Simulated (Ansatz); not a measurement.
# Ca3Ti: the cost of one run

Program: Ansatz 0.2.0. Level of theory: DFT r2SCAN, scalar-relativistic, plane waves, PAW. These are calculated values, not measurements.

**1. The starting structure**

The structure is cubic, space group Pm-3n (No. 223). The conventional cell has a = 5.902 Å, b = 5.902 Å, c = 5.902 Å, α = 90.00°, β = 90.00°, γ = 90.00°. Ca (site symmetry -4m2) is surrounded by 2 Ca at 2.95 Å and 4 Ti at 3.30 Å. Around Ti (site symmetry m-3) lie 12 Ca at 3.30 Å.

As a file:

```
Ca Ti
1.0
     5.90175    0.00000    0.00000
     0.00000    5.90175    0.00000
     0.00000    0.00000    5.90175
Ca Ti
6 2
Direct
  0.00000 0.50000 0.25000
  0.00000 0.50000 0.75000
  0.25000 0.00000 0.50000
  0.75000 0.00000 0.50000
  0.50000 0.75000 0.00000
  0.50000 0.25000 0.00000
  0.00000 0.00000 0.00000
  0.50000 0.50000 0.50000
```

This is candidate A: A15 type (Pm-3n, No. 223).

(A quick probe on a coarse mesh, which set the mesh and smearing, is not shown.)

**3. A loose first relaxation (candidate A)**

The input, input.yaml:

```yaml
crystal:
  lattice:
    - [5.901747475, 0.0, 0.0]
    - [0.0, 5.901747475, 0.0]
    - [0.0, 0.0, 5.901747475]
  atoms:
    - { symbol: Ca, position: [0.0, 0.5, 0.25] }
    - { symbol: Ca, position: [0.0, 0.5, 0.75] }
    - { symbol: Ca, position: [0.25, 0.0, 0.5] }
    - { symbol: Ca, position: [0.75, 0.0, 0.5] }
    - { symbol: Ca, position: [0.5, 0.75, 0.0] }
    - { symbol: Ca, position: [0.5, 0.25, 0.0] }
    - { symbol: Ti, position: [0.0, 0.0, 0.0] }
    - { symbol: Ti, position: [0.5, 0.5, 0.5] }
basis:
  ecutwfc: 500
kpoints:
  mp_grid: { grid: [4, 4, 4] }
hamiltonian:
  xc: r2scan
scf:
  occupations: { method: gaussian, width: 0.1 }
  lower_state_search: "off"
output:
  forces: true
  stress: true
  eigenvalues: true
relax:
  adjacent_minimum: "off"
  f_tol: 0.04
  max_steps: 70
  cell: { stress_tol: 0.4 }
```

On the command line:

```
> ansatz run input.yaml --threads 1 --pin off --max-ram 2560MiB --backend cpu --events-out ev --progress --plain --runs-dir out
```

What time and memory should one allow on 1 thread of AMD EPYC (Zen 3), shared host?

About 3.4 min, with a peak of 1 GiB.
